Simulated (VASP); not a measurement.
# Tm (P6_3/mmc) in VASP: reference runs

Reference runs on Tm: the cell as given.

All numbers are computed with VASP 6.6.1; they aren't measurements. Logs are shortened: lines on timing, memory, paths and dates and some standing lists are left out, and cuts for length are marked.

### 1 The structure

It takes space group P6_3/mmc (No. 194, hexagonal). The conventional cell has a = 3.538 Å, b = 3.538 Å, c = 5.555 Å, α = 90.00°, β = 90.00°, γ = 120.00°. Tm (site symmetry -6m2) is surrounded by 12 Tm at 3.45 to 3.54 Å.

### 2 Single point, PBE, collinear spin, ferromagnetic start

File INCAR:

```
SYSTEM = Tm
ALGO = Normal
EDIFF = 1E-7
ENCUT = 520
GGA = PE
ISIF = 2
ISMEAR = -1
ISPIN = 2
LASPH = .True.
LCHARG = .False.
LMAXMIX = 6
LORBIT = 11
LREAL = .False.
LWAVE = .False.
MAGMOM = 2 2
NBANDS = 34
NELM = 100
PREC = Accurate
SIGMA = 0.05
```

File KPOINTS:

```
k-points
0
Gamma
  9 9 5
  0 0 0
```

File POSCAR:

```
Tm
1.0
    3.5375000000      0.0000000000      0.0000000000
   -1.7687500000      3.0635648659      0.0000000000
    0.0000000000      0.0000000000      5.5546000000
Tm
2
Direct
    0.6666666667      0.3333333333      0.7500000000
    0.3333333333      0.6666666667      0.2500000000
```

Potentials or basis: VASP PAW PBE potentials, release 64 (Tm).

Launch:

```console
cat potpaw_PBE.64/Tm/POTCAR > POTCAR
mpirun -np 1 vasp_std > vasp.out
```

OUTCAR:

```text
SYSTEM = Tm
   EDIFF = 1E-7
   ENCUT = 520
   GGA = PE
   ISIF = 2
   ISMEAR = -1
   ISPIN = 2
   LASPH = .True.
   LORBIT = 11
   LREAL = .False.
   NELM = 100
   PREC = Accurate

 ion  position               nearest neighbor table
   1  0.667  0.333  0.750-   2 3.45   2 3.45   2 3.45   2 3.45   2 3.45   2 3.45
   2  0.333  0.667  0.250-   1 3.45   1 3.45   1 3.45   1 3.45   1 3.45   1 3.45

  LATTYP: Found a hexagonal cell.
 ALAT       =     3.5375000000
 C/A-ratio  =     1.5702049470

  Lattice vectors:

 A1 = (   3.5375000000,   0.0000000000,   0.0000000000)
 A2 = (  -1.7687500000,   3.0635648659,   0.0000000000)
 A3 = (   0.0000000000,   0.0000000000,   5.5546000000)

Analysis of symmetry for initial positions (statically):
=====================================================================
 Subroutine PRICEL returns:
 Original cell was already a primitive cell.

 Routine SETGRP: Setting up the symmetry group for a
 hexagonal supercell.

 Subroutine GETGRP returns: Found 24 space group operations
 (whereof 12 operations were pure point group operations)
 out of a pool of 24 trial point group operations.

The static configuration has the point symmetry D_3d.
 The point group associated with its full space group is D_6h.

Analysis of symmetry for dynamics (positions and initial velocities):
=====================================================================
 Subroutine PRICEL returns:
 Original cell was already a primitive cell.

 Routine SETGRP: Setting up the symmetry group for a
 hexagonal supercell.

 Subroutine GETGRP returns: Found 24 space group operations
 (whereof 12 operations were pure point group operations)
 out of a pool of 24 trial point group operations.

The dynamic configuration has the point symmetry D_3d.
 The point group associated with its full space group is D_6h.

Analysis of structural, dynamic, and magnetic symmetry:
=====================================================================
 Subroutine PRICEL returns:
 Original cell was already a primitive cell.

 Routine SETGRP: Setting up the symmetry group for a
 hexagonal supercell.

 Subroutine GETGRP returns: Found 24 space group operations
 (whereof 12 operations were pure point group operations)
 out of a pool of 24 trial point group operations.

The overall configuration has the point symmetry D_3d.
 The point group associated with its full space group is D_6h.

 Subroutine INISYM returns: Found 24 space group operations
 (whereof 12 operations are pure point group operations),
 and found     1 'primitive' translations

----------------------------------------------------------------------------------------

                                     Primitive cell

  volume of cell :      60.1972

  direct lattice vectors                    reciprocal lattice vectors
     3.537500000  0.000000000  0.000000000     0.282685512  0.163208557  0.000000000
    -1.768750000  3.063564866  0.000000000     0.000000000  0.326417113  0.000000000
     0.000000000  0.000000000  5.554600000     0.000000000  0.000000000  0.180030965

  length of vectors
     3.537500000  3.537500000  5.554600000     0.326417113  0.326417113  0.180030965

  position of ions in fractional coordinates (direct lattice)
     0.666666667  0.333333333  0.750000000
     0.333333333  0.666666667  0.250000000

  ion indices of the primitive-cell ions
   primitive index   ion index
                 1           1
                 2           2

----------------------------------------------------------------------------------------

 KPOINTS: k-points

Automatic generation of k-mesh.
 Grid dimensions read from file:
 generate k-points for:    9    9    5

 Generating k-lattice:

  Cartesian coordinates                     Fractional coordinates (reciprocal lattice)
     0.031409501  0.018134284  0.000000000     0.111111111  0.000000000  0.000000000
     0.000000000  0.036268568  0.000000000     0.000000000  0.111111111  0.000000000
     0.000000000  0.000000000  0.036006193     0.000000000  0.000000000  0.200000000

  Length of vectors
     0.036268568  0.036268568  0.036006193

  Shift w.r.t. Gamma in fractional coordinates (k-lattice)
     0.000000000  0.000000000  0.000000000

 Subroutine IBZKPT returns following result:
 ===========================================

 Found     36 irreducible k-points:

 Following reciprocal coordinates:
            Coordinates               Weight
  0.000000  0.000000  0.000000      1.000000
  0.111111 -0.000000  0.000000      6.000000
  0.222222  0.000000  0.000000      6.000000
  0.333333  0.000000  0.000000      6.000000
  0.444444  0.000000  0.000000      6.000000
  0.111111  0.111111  0.000000      6.000000
[... 16 lines left out ...]
  0.333333  0.222222  0.200000     24.000000
  0.333333  0.333333  0.200000      4.000000
 [... further k-points ...]
   k-points           NKPTS =     36   k-points in BZ     NKDIM =     36   number of bands    NBANDS=     34
   number of dos      NEDOS =    301   number of ions     NIONS =      2
   total plane-waves  NPLWV =  32928
   dimension x,y,z NGX =    28 NGY =   28 NGZ =   42
   dimension x,y,z NGXF=    56 NGYF=   56 NGZF=   84
   ions per type =               2
   NGX,Y,Z   is equivalent  to a cutoff of  13.16, 13.16, 12.57 a.u.
   NGXF,Y,Z  is equivalent  to a cutoff of  26.32, 26.32, 25.14 a.u.
 SYSTEM =  Tm
   PREC   = accura    normal or accurate (medium, high low for compatibility)
   ISTART =      0    job   : 0-new  1-cont  2-samecut
   ICHARG =      2    charge: 1-file 2-atom 10-const
   ISPIN  =      2    spin polarized calculation?
   LNONCOLLINEAR =      F non collinear calculations
   LSORBIT =      F    spin-orbit coupling
   LASPH  =      T    aspherical Exc in radial PAW
   ENCUT  =  520.0 eV  38.22 Ry    6.18 a.u.   6.58  6.58 10.33*2*pi/ulx,y,z
   NELM   =    100;   NELMIN=  2; NELMDL= -5     # of ELM steps
   EDIFF  = 0.1E-06   stopping-criterion for ELM
   LREAL  =      F    real-space projection
   EDIFFG = 0.1E-05   stopping-criterion for IOM
   NSW    =      0    number of steps for IOM
   IBRION =     -1    ionic relax: 0-MD 1-quasi-New 2-CG
   NFREE  =      0    steps in history (QN), initial steepest desc. (CG)
   ISIF   =      2    stress and relaxation
   ISYM   =      2    0-nonsym 1-usesym 2-fastsym
   POTIM  = 0.5000    time-step for ionic-motion
   TEBEG  =    0.0;   TEEND  =   0.0 temperature during run
   PSTRESS=    0.0 pullay stress
   NELECT =      46.0000    total number of electrons
   NUPDOWN=      -1.0000    fix difference up-down
   EMIN   =  10.00;   EMAX   =-10.00  energy-range for DOS
   EFERMI =   0.00;   METHOD = LEGACY
   ISMEAR =    -1;   SIGMA  =   0.05  broadening in eV -4-tet -1-fermi 0-gaus
   EFERMI_NEDOS =   21; number of points for ismear=-14 and -15
   IALGO  =     38    algorithm
   IMIX   =      4    mixing-type and parameters
     AMIX     =   0.40;   BMIX     =  1.00
     AMIX_MAG =   1.60;   BMIX_MAG =  1.00
  volume/ion in A,a.u.               =      30.10       203.12
  Fermi-wavevector in a.u.,A,eV,Ry     =   1.496702  2.828357 30.478640  2.240117
  Thomas-Fermi vector in A             =   2.608685
   LORBIT       =     11    0 simple, 1 ext, 2 COOP (PROOUT), +10 PAW based schemes
   GGA     = PE    functional components
   LHFCALC =     F    Hartree Fock is set to
   AEXX    =    0.0000 exact exchange contribution
   IVDW    =     0    specifies the selected vdW correction
   LEPSILON=     F    determine dielectric tensor
   LRPA    =     F    only Hartree local field effects (RPA)
 spin polarized calculation
  energy-cutoff  :      520.00
  volume of cell :       60.20
 maximum number of plane-waves:      1641
 NGX is ok and might be reduce to    28
   NGX = 13   NGY = 13   NGZ = 21

 number of electron      46.0000021 magnetization       2.1612328

 Free energy of the ion-electron system (eV)
  ---------------------------------------------------
  ext. energy  EPLUGINS =         0.00000000
  ---------------------------------------------------
  free energy    TOTEN  =        -8.03193365 eV

  energy without entropy =       -7.90888514  energy(sigma->0) =       -7.97040940

 E-fermi :   2.2453     XC(G=0): -10.2790

 val. band max:        2.2448506663   @ k =   0.2222   0.0000   0.0000
 cond. band min:       2.2455402259   @ k =   0.2222   0.1111   0.0000
 fundamental gap:      0.0006895597
 Fermi energy:         2.2453161177

 spin component 1

 k-point     1 :       0.0000    0.0000    0.0000
  band No.  band energies     occupation
      1     -48.1726      1.00000
      2     -48.1215      1.00000
      3     -21.7549      1.00000
      4     -21.1793      1.00000
      5     -21.1793      1.00000
      6     -21.0760      1.00000
[... 26 lines left out ...]
     33       8.8357      0.00000
     34       8.8357      0.00000
[... 820 lines left out ...]
      4     -21.5172      1.00000
      5     -21.5172      1.00000
      6     -21.3365      1.00000
[... 26 lines left out ...]
     33       8.9801      0.00000
     34       8.9801      0.00000

 [... further k-points ...]

 spin component 2

 k-point     1 :       0.0000    0.0000    0.0000
  band No.  band energies     occupation
      1     -47.6351      1.00000
      2     -47.5808      1.00000
      3     -21.4296      1.00000
      4     -20.8319      1.00000
      5     -20.8319      1.00000
      6     -20.7229      1.00000
[... 26 lines left out ...]
     33       8.8706      0.00000
     34       8.8706      0.00000
[... 820 lines left out ...]
      4     -21.1888      1.00000
      5     -21.1888      1.00000
      6     -20.9962      1.00000
[... 26 lines left out ...]
     33       9.0137      0.00000
     34       9.0137      0.00000

 [... further k-points ...]

------------------------ aborting loop because EDIFF is reached ----------------------------------------

  FORCE on cell =-STRESS in cart. coord.  units (eV):
  Direction    XX          YY          ZZ          XY          YZ          ZX
  --------------------------------------------------------------------------------------
  -------------------------------------------------------------------------------------
  Total        1.0499188      1.0499188      1.7855815      0.0000000     -0.0000000      0.0000000
  in kB       27.9440912     27.9440912     47.5241048      0.0000000     -0.0000000      0.0000000
  external PRESSURE =      34.4707624 kB  Pullay stress =       0.0000000 kB

 VOLUME and BASIS-vectors are now :
 -----------------------------------------------------------------------------
  energy-cutoff  :      520.00
  volume of cell :       60.20
      direct lattice vectors                 reciprocal lattice vectors
     3.537500000  0.000000000  0.000000000     0.282685512  0.163208557  0.000000000
    -1.768750000  3.063564866  0.000000000     0.000000000  0.326417113  0.000000000
     0.000000000  0.000000000  5.554600000     0.000000000  0.000000000  0.180030965

 POSITION                                       TOTAL-FORCE (eV/Angst)
 -----------------------------------------------------------------------------------
      1.76875      1.02119      4.16595         0.000000     -0.000000      0.000000
     -0.00000      2.04238      1.38865        -0.000000      0.000000     -0.000000
 -----------------------------------------------------------------------------------
    total drift:                               -0.000000      0.000000     -0.000000

  FREE ENERGIE OF THE ION-ELECTRON SYSTEM (eV)
  ---------------------------------------------------
  free  energy   TOTEN  =        -8.0319336537 eV

  energy  without entropy=       -7.9088851378  energy(sigma->0) =       -7.97040940

 total charge

# of ion       s       p       d       f       tot
--------------------------------------------------
    1        2.221   5.945   0.423  12.481  21.070
    2        2.221   5.945   0.423  12.481  21.070
--------------------------------------------------
tot          4.443  11.890   0.845  24.961  42.140

 magnetization (x)

# of ion       s       p       d       f       tot
--------------------------------------------------
    1        0.003  -0.040  -0.063   1.313   1.213
    2        0.003  -0.040  -0.063   1.313   1.213
--------------------------------------------------
tot          0.005  -0.080  -0.127   2.627   2.426
```

Run time: 8.8 min. Hardware: 1 thread of Intel Xeon Platinum 8488C (Sapphire Rapids), shared host; peak memory 0.28 GiB.

Results:

| Quantity | Value |
| --- | --- |
| Free energy | -8.0319 eV |
| Pressure | 3.4 GPa |
| Band gap on the k mesh | none (metal or under the smearing width) |
| Net moment | 2.16 μB per cell |
| Site moments | Tm +1.21 μB |
| Valence electrons inside the program's atomic spheres | Tm 21.07 |

Stress tensor (GPa, compression positive):
```
2.79 0.00 0.00
0.00 2.79 0.00
0.00 0.00 4.75
```

Levels at points of the mesh, in eV from the Fermi level:
Spin up:
| k point | band 21 | band 22 | band 23 | band 24 | band 25 | band 26 | band 27 | band 28 |
| --- | --- | --- | --- | --- | --- | --- | --- | --- |
| (0.00, 0.00, 0.00) | -1.08 | -1.08 | -1.06 | -1.05 | 1.39 | 2.84 | 2.84 | 3.21 |
Spin down:
| k point | band 18 | band 19 | band 20 | band 21 | band 22 | band 23 | band 24 | band 25 | band 26 | band 27 |
| --- | --- | --- | --- | --- | --- | --- | --- | --- | --- | --- |
| (0.00, 0.00, 0.00) | -0.21 | -0.17 | -0.17 | -0.14 | -0.08 | -0.05 | 0.02 | 1.31 | 2.81 | 2.81 |

Caveat: the magnetic or orbital state may not be the lowest; spin-orbit coupling is left out, which moves the levels of the heavy elements. The state reached can hang on the start; a lower one may exist.
